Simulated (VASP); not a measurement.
Input of a VASP 6.6.1 run:

File INCAR:

```
ALGO = Normal
EDIFF = 1E-7
ENCUT = 520
GGA = PE
ISIF = 2
ISMEAR = 0
ISPIN = 2
LASPH = True
LCHARG = False
LDAU = True
LDAUJ = 0
LDAUL = 2
LDAUPRINT = 1
LDAUTYPE = 2
LDAUU = 2
LMAXMIX = 4
LORBIT = 11
LREAL = False
LWAVE = False
MAGMOM = 0.8
NELM = 150
PREC = Accurate
SIGMA = 0.1
```

Contents of KPOINTS:

```
k-points
0
Gamma
  20 20 20
```

Contents of POSCAR:

```
Ni                                      
1.0
    0.0000000000      1.6937535630      1.6937535630
    1.6937535630      0.0000000000      1.6937535630
    1.6937535630      1.6937535630      0.0000000000
  Ni            
     1
Direct
     0.0000000000000000    0.0000000000000000    0.0000000000000000
```

Potentials or basis: VASP PAW PBE potentials, release 64 (Ni).

The run is started by

```bash
$ cat potpaw_PBE.64/Ni/POTCAR > POTCAR
$ mpirun -np 1 vasp_std > vasp.out
```

(1) Estimate the net moment.

(2) What does it give for the pressure?

Answers

(1) 0.63 μB per cell.

(2) 22.5 GPa.

Caveat: the U is typed as a test and isn't derived for this compound.
